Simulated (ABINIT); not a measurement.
# TePb (Fm-3m) in ABINIT: notebook

The runs below take TePb through equation of state, band structure, with RPBE, r2SCAN, LDA-PZ, PBEsol.

Everything below comes from runs of ABINIT 10.8.3 (patched build). Logs are shortened: lines on timing, memory, paths and dates and some standing lists are left out, and cuts for length are marked. The log counts tension as positive stress, the text compression.

**Measured values to compare with.**

A printed reference work, monograph reports, for a bulk crystal of TePb at 4.2 K: band gap 0.19 eV (direct).

The results are compared with them further down.

## Step 1: The structure

The structure is cubic, space group Fm-3m (No. 225). Conventional cell: a = 6.462 Å, b = 6.462 Å, c = 6.462 Å, α = 90.00°, β = 90.00°, γ = 90.00°. Pb (site symmetry m-3m) has 6 Te at 3.23 Å as nearest neighbours. Around Te (site symmetry m-3m) lie 6 Pb at 3.23 Å.

## Step 2: Equation of state, RPBE

run.abi

```
# Datasets: one volume each
ndtset 7
getwfk -1
scalecart1 3*0.9795861087
scalecart2 3*0.9864848297
scalecart3 3*0.9932883884
scalecart4 3*1.0000000000
scalecart5 3*1.0066227096
scalecart6 3*1.0131594038
scalecart7 3*1.0196128224

# Pseudopotentials
pp_dirpath "./"
pseudos "Pb.GGA_PBE-JTH_sp.xml, Te.GGA_PBE-JTH.xml"

# Structure
acell 3*1.0
rprim
     0.0000000000     6.1057051087     6.1057051087
     6.1057051087     0.0000000000     6.1057051087
     6.1057051087     6.1057051087     0.0000000000
ntypat 2
znucl 82 52
natom 2
typat 1 2
xred
     0.0000000000     0.0000000000     0.0000000000
     0.5000000000     0.5000000000     0.5000000000

# Plane-wave basis
ecut 15.0
pawecutdg 30.0

# k points
kptopt 1
ngkpt 7 7 7
nshiftk 1
shiftk 0.0 0.0 0.0

# Exchange and correlation
ixc 15

# Bands and occupations
nband 9
occopt 3
tsmear 0.05 eV

# SCF cycle
nstep 100
tolvrs 1.0e-9

# Output
iomode 3
prtwf 1
prtden 0
prteig 0
prtebands 0
enunit 2
```

Potentials or basis: JTH PAW PBE v2.0 sp.

Started as:

```
abinit run.abi > log 2>&1
```

run.abo:

```text
.Version 10.8.3 of ABINIT
 DATASET    1 : space group Fm -3 m (#225); Bravais cF (face-center cubic)
================================================================================
 Values of the parameters that define the memory need for DATASET  1.
     intxc =       0    ionmov =       0      iscf =      17    lmnmax =      13
     lnmax =       5     mgfft =      30  mpssoang =       3    mqgrid =    3001
     natom =       2  nloc_mem =       2    nspden =       1   nspinor =       1
    nsppol =       1      nsym =      48    n1xccc =       1    ntypat =       2
    occopt =       3   xclevel =       2
       mpw =        1209          nfft =       27000          nkpt =          20
 PAW method is used; the additional fine FFT grid is defined by:
   mgfftf=        45    nfftf =     91125
================================================================================
================================================================================
[... 71 lines left out ...]
 DATASET    7 : space group Fm -3 m (#225); Bravais cF (face-center cubic)
================================================================================
 Values of the parameters that define the memory need for DATASET  7.
     intxc =       0    ionmov =       0      iscf =      17    lmnmax =      13
     lnmax =       5     mgfft =      32  mpssoang =       3    mqgrid =    3001
     natom =       2  nloc_mem =       2    nspden =       1   nspinor =       1
    nsppol =       1      nsym =      48    n1xccc =       1    ntypat =       2
    occopt =       3   xclevel =       2
       mpw =        1356          nfft =       32768          nkpt =          20
 PAW method is used; the additional fine FFT grid is defined by:
   mgfftf=        45    nfftf =     91125
================================================================================
================================================================================

--------------------------------------------------------------------------------
------------- Echo of variables that govern the present computation ------------
--------------------------------------------------------------------------------
 -outvars: echo values of preprocessed input variables --------
            acell      1.0000000000E+00  1.0000000000E+00  1.0000000000E+00 Bohr
              amu      2.07200000E+02  1.27600000E+02
             ecut      1.50000000E+01 Hartree
           enunit           2
           getwfk          -1
              ixc          15
           jdtset        1    2    3    4    5    6    7
         kptrlatt        7    0    0      0    7    0      0    0    7
          kptrlen1     5.92095119E+01
          kptrlen2     5.96264940E+01
          kptrlen3     6.00377242E+01
          kptrlen4     6.04433968E+01
          kptrlen5     6.08436959E+01
          kptrlen6     6.12387959E+01
          kptrlen7     6.16288624E+01
            natom           2
            nband           9
           ndtset           7
[... 74 lines left out ...]
            znucl       82.00000   52.00000

================================================================================

 chkinp: Checking input parameters for consistency, jdtset=   1.

 chkinp: Checking input parameters for consistency, jdtset=   2.
[... 40 lines left out ...]
 getcut: wavevector=  0.0000  0.0000  0.0000  ngfft=  45  45  45
         ecut(hartree)=     30.000   => boxcut(ratio)=   2.10976

--- Pseudopotential description ------------------------------------------------
- pspini: atom type   1  psp file is ./Pb.GGA_PBE-JTH_sp.xml
 Pseudopotential format is: paw10
 basis_size (lnmax)=  5 (lmn_size= 13), orbitals=   0   0   1   1   2
 Spheres core radius: rc_sph= 2.91365156
 Shapefunction is SIN type: shapef(r)=[sin(pi*r/rshp)/(pi*r/rshp)]**2
 Radius for shape functions =  2.21205640
 Compensation charge density is not taken into account in XC energy/potential

- pspini: atom type   2  psp file is ./Te.GGA_PBE-JTH.xml
 Pseudopotential format is: paw10
 basis_size (lnmax)=  4 (lmn_size=  8), orbitals=   0   0   1   1
 Spheres core radius: rc_sph= 2.31107438
 Shapefunction is SIN type: shapef(r)=[sin(pi*r/rshp)/(pi*r/rshp)]**2
 Radius for shape functions =  2.10488624
 Compensation charge density is not taken into account in XC energy/potential

   1.51012653E+03                                ecore*ucvol(ha*bohr**3)
--------------------------------------------------------------------------------

[... 1288 lines left out ...]
-Cartesian components of stress tensor (GPa)         [Pressure=  1.0370E+00 GPa]
- sigma(1 1)= -1.03703517E+00  sigma(3 2)=  0.00000000E+00
- sigma(2 2)= -1.03703517E+00  sigma(3 1)=  0.00000000E+00
- sigma(3 3)= -1.03703517E+00  sigma(2 1)=  0.00000000E+00

== END DATASET(S) ==============================================================
================================================================================

 -outvars: echo values of variables after computation  --------
            acell      1.0000000000E+00  1.0000000000E+00  1.0000000000E+00 Bohr
           etotal1    -1.1967740919E+01
           etotal2    -1.1969781550E+01
           etotal3    -1.1971430671E+01
           etotal4    -1.1972728436E+01
           etotal5    -1.1973710914E+01
           etotal6    -1.1974409439E+01
           etotal7    -1.1974851953E+01
            fcart1    -0.0000000000E+00 -0.0000000000E+00 -0.0000000000E+00
                      -0.0000000000E+00 -0.0000000000E+00 -0.0000000000E+00
            fcart2    -0.0000000000E+00 -0.0000000000E+00 -0.0000000000E+00
                      -0.0000000000E+00 -0.0000000000E+00 -0.0000000000E+00
            fcart3    -0.0000000000E+00 -0.0000000000E+00 -0.0000000000E+00
                      -0.0000000000E+00 -0.0000000000E+00 -0.0000000000E+00
            fcart4    -0.0000000000E+00 -0.0000000000E+00 -0.0000000000E+00
                      -0.0000000000E+00 -0.0000000000E+00 -0.0000000000E+00
            fcart5    -0.0000000000E+00 -0.0000000000E+00 -0.0000000000E+00
                      -0.0000000000E+00 -0.0000000000E+00 -0.0000000000E+00
[... 38 lines left out ...]
                       0.0000000000E+00  0.0000000000E+00  0.0000000000E+00
           xangst1     0.0000000000E+00  0.0000000000E+00  0.0000000000E+00
                       3.1650427151E+00  3.1650427151E+00  3.1650427151E+00
           xangst2     0.0000000000E+00  0.0000000000E+00  0.0000000000E+00
                       3.1873324826E+00  3.1873324826E+00  3.1873324826E+00
           xangst3     0.0000000000E+00  0.0000000000E+00  0.0000000000E+00
                       3.2093147808E+00  3.2093147808E+00  3.2093147808E+00
           xangst4     0.0000000000E+00  0.0000000000E+00  0.0000000000E+00
                       3.2309999978E+00  3.2309999978E+00  3.2309999978E+00
           xangst5     0.0000000000E+00  0.0000000000E+00  0.0000000000E+00
                       3.2523979725E+00  3.2523979725E+00  3.2523979725E+00
           xangst6     0.0000000000E+00  0.0000000000E+00  0.0000000000E+00
                       3.2735180315E+00  3.2735180315E+00  3.2735180315E+00
           xangst7     0.0000000000E+00  0.0000000000E+00  0.0000000000E+00
                       3.2943690270E+00  3.2943690270E+00  3.2943690270E+00
             xred      0.0000000000E+00  0.0000000000E+00  0.0000000000E+00
                       5.0000000000E-01  5.0000000000E-01  5.0000000000E-01
 Calculation completed.
```

It took 52 s on 1 thread of Arm Neoverse V1, shared host; peak memory 0.14 GiB.

What came out:

- Equilibrium volume: 36.78 Å³/atom (rough: see the caveat)
- Bulk modulus: 35 GPa (rough)

Energy against volume, from the lowest point:
| volume (Å³/atom) | energy (meV/atom) |
| --- | --- |
| 31.706 | 96.75 |
| 32.380 | 68.99 |
| 33.055 | 46.55 |
| 33.730 | 28.89 |
| 34.404 | 15.52 |
| 35.079 | 6.02 |
| 35.753 | 0.00 |

Caveat: pressures at fixed basis lie under the slope of the energies; this odd mesh misses L, where the gap lies, so gap, dielectric constants and Born charges aren't listed; the minimum lies outside the volumes run; the PAW data sets were made with another functional, which shifts forces and pressure a little; this set keeps more shells in the core, which shifts pressures and gaps. The run has no spin-orbit coupling, so splittings on Pb, Te are missing.

(Part 1 of 2 ends here.)
